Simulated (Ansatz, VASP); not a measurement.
# Cs: VASP beside Ansatz

```
Cs
1.0
     5.34752    0.00000    0.00000
    -2.67376    4.63109    0.00000
     0.00000    0.00000    8.87230
Cs
2
Direct
  0.33333 0.66667 0.25000
  0.66667 0.33333 0.75000
```

Alike in both runs: task single point; functional PBE; k mesh 9 × 9 × 6; occupations gaussian, width 0.1 eV; no spin polarisation.

|  | VASP | Ansatz |
| --- | --- | --- |
| version | VASP 6.6.1 | Ansatz 0.2.0 |
| potentials or method | VASP PAW PBE potentials, release 64 (Cs_sv) | scalar-relativistic, plane waves, PAW |
| plane-wave cutoff (eV) | 520 | 420 |
| valence electrons in the cell | 18 | 18 |

|  | VASP | Ansatz | Ansatz less VASP |
| --- | --- | --- | --- |
| gap on the k mesh at the Fermi level (eV) | none | none | - |
| pressure (GPa) | 0.1 | 0.1 | +0.01 |

A gap of «none» marks a metal or a gap that the smearing closes. The functional is the same, so the differences come from potentials, cutoffs and numerics.

Spin-orbit coupling is left out, which matters for the levels of Cs.
